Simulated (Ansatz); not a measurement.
# ZnSe: the cost of one run

Method: DFT PBE, scalar-relativistic, plane waves, PAW, in Ansatz 0.2.0.

1 further run of the same task is left out (set aside as unsound or not needed).

**1. Starting point**

Symmetry: F-43m, No. 216, cubic system. Conventional cell: a = 5.732 Å, b = 5.732 Å, c = 5.732 Å, α = 90.00°, β = 90.00°, γ = 90.00°. Zn (site symmetry -43m) has 4 Se at 2.48 Å in its first shell of neighbours. Se (site symmetry -43m) has 4 Zn at 2.48 Å in its first shell of neighbours.

Coordinates:

```cif
data_structure
_symmetry_space_group_name_H-M 'F-43m'
_symmetry_Int_Tables_number 216
_cell_length_a 5.7318
_cell_length_b 5.7318
_cell_length_c 5.7318
_cell_angle_alpha 90.000
_cell_angle_beta 90.000
_cell_angle_gamma 90.000
_cell_volume 188.31
loop_
_atom_site_label
_atom_site_type_symbol
_atom_site_symmetry_multiplicity
_atom_site_Wyckoff_symbol
_atom_site_fract_x
_atom_site_fract_y
_atom_site_fract_z
_atom_site_occupancy
Zn1 Zn 4 a 0.00000 0.00000 0.00000 1
Se1 Se 4 c 0.25000 0.25000 0.25000 1
```

This cell was relaxed beforehand with the same method: volume 23.54 Å³/atom, gap on the mesh 1.15 eV.

**2. Zero of energy**

The reference gives a free energy of -8789.5364 eV, pressure 0.03 GPa, largest force 0.000 eV/Å and gap on the mesh 1.15 eV. It was computed beforehand with the settings of the runs below.

**3. Harmonic modes of this cell**

Input file input.yaml:

```yaml
crystal:
  lattice:
    - [0.0, 2.8659201436, 2.8659201436]
    - [2.8659201436, 0.0, 2.8659201436]
    - [2.8659201436, 2.8659201436, 0.0]
  atoms:
    - { symbol: Zn, position: [0.0, 0.0, 0.0] }
    - { symbol: Se, position: [0.75, 0.75, 0.75] }
basis:
  ecutwfc: 420
kpoints:
  mp_grid: { grid: [8, 8, 8] }
hamiltonian:
  xc: pbe
scf:
  occupations: { method: gaussian, width: 0.05 }
output:
  eigenvalues: true
phonons:
  method: fd
  supercell: [1, 1, 1]
  amplitude: 0.02
  eigenvectors: true
  dielectric: false
```

Launch:

```sh
$ ansatz run input.yaml --threads 2 --pin off --max-ram 5120MiB --backend cpu --events-out ev --progress --plain --runs-dir out
```

What time and memory should one allow on 2 threads of AMD EPYC 7R43 (Zen 3), shared host?

About 7.4 s, with a peak of 0.48 GiB.
